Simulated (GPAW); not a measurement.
A run of GPAW 26.7.0 is set up as follows.

File run.py:

```python
from ase import Atoms
from ase.dft.bandgap import bandgap
from ase.io import write
from ase.units import GPa
from gpaw import GPAW, PW

atoms = Atoms(['Pb', 'Se'],
              cell=[[0.0, 3.06065, 3.06065],
                    [3.06065, 0.0, 3.06065],
                    [3.06065, 3.06065, 0.0]],
              scaled_positions=[[0.0, 0.0, 0.0],
                                [0.5, 0.5, 0.5]],
              pbc=True)

calc = GPAW(mode=PW(500),
            xc='PBE',
            kpts={'size': (6, 6, 6), 'gamma': True},
            occupations={'name': 'fermi-dirac', 'width': 0.05},
            nbands=19,
            maxiter=120,
            txt='gpaw.txt')
atoms.calc = calc
energy = atoms.get_potential_energy()
forces = atoms.get_forces()
stress = atoms.get_stress()
calc.write('gs.gpw')
write('result.traj', atoms)
print(f'Energy: {energy:.6f} eV')
print('Forces (eV/A):')
print(forces.round(4))
print('Stress (GPa):', (stress / GPa).round(3))
print('Fermi level:', round(calc.get_fermi_level(), 4), 'eV')
print(f'Gap: {bandgap(calc)[0]:.4f} eV, direct: {bandgap(calc, direct=True)[0]:.4f} eV')
```

Potentials or basis: GPAW PAW data sets (gpaw-data 1.2.1), pw.

Command:

```console
$ OMP_NUM_THREADS=1 python run.py
```

Estimate the band gap on the k mesh.

0.24 eV, direct.

Predict the pressure.

2.0 GPa.

Caveat: the cutoff is short for stress and forces, so pressures can be off by a GPa or more; spin-orbit coupling is left out, which as a rule narrows the gap of such compounds by several tenths of an eV.

**Experimental background.**

A printed reference work, monograph reports, for a bulk crystal of PbSe at 300 K: band gap 0.28 eV (direct).

A measured gap of PbSe is 0.28 eV (direct; 300 K; a printed reference work, monograph); the calculated 0.24 eV misses it by -0.04 eV. 2 values of this kind are on record (0.15 to 0.28 eV); this one was drawn at random. Spin-orbit coupling on Pb, Se is left out. The value is that of PBE on a finite k mesh, which can miss the band edges, without temperature or zero-point motion. Semilocal functionals fall short of measured gaps as a rule.
